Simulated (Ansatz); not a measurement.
Crystal: Ir.

```
CELL_PARAMETERS angstrom
2.75138 0.00000 0.00000
-1.37569 2.38276 0.00000
0.00000 0.00000 4.46229
ATOMIC_POSITIONS crystal
Ir 0.66935 0.33687 0.74830
Ir 0.33065 0.66313 0.25170
```

This isn't the form of Ir at room conditions, which is fcc.

The cell isn't the ideal one: all atoms moved at random, sigma 0.02 Å a component.

```yaml
Program: Ansatz 0.2.0
Task: relaxation of cell and atoms
Functional: PBE
Dispersion: D4
Potentials_or_basis: Ansatz PAW
Cutoff: "420 eV (not typed: the program's choice for these potentials)"
k_mesh: 11 × 11 × 6
Occupations: fermi-dirac, width 0.05 eV
Spin: no spin polarisation
```

At the start: volume 14.63 Å³/atom.

Task: How do energy, volume and symmetry change on relaxing?

Result: It ends after 5 steps and the volume is 14.20 Å³/atom (-2.9 %); space group P6_3/mmc (No. 194, to 0.05 Å).

Step by step:
```tsv
step	energy change (eV)	largest force (eV/Å)	volume (Å³)
1	0.0000	0.1843	29.25
2	-0.0298	0.0699	28.51
3	-0.0305	0.0007	28.40
4	-0.0305	0.0000	28.40
5	-0.0300	0.0000	28.40
```

Final structure:
```cif
data_structure
_symmetry_space_group_name_H-M 'P 1'
_symmetry_Int_Tables_number 1
_cell_length_a 2.7249
_cell_length_b 2.7249
_cell_length_c 4.4170
_cell_angle_alpha 90.001
_cell_angle_beta 90.000
_cell_angle_gamma 120.000
_cell_volume 28.40
loop_
_atom_site_label
_atom_site_type_symbol
_atom_site_fract_x
_atom_site_fract_y
_atom_site_fract_z
_atom_site_occupancy
Ir1 Ir 0.66667 0.33333 0.75000 1
Ir2 Ir 0.33333 0.66667 0.25000 1
```

Caveat: the plane-wave basis is chosen anew once the cell has moved, so the energies of steps on either side of that aren't comparable; pairwise dispersion overbinds metals, which lowers pressure and volume.
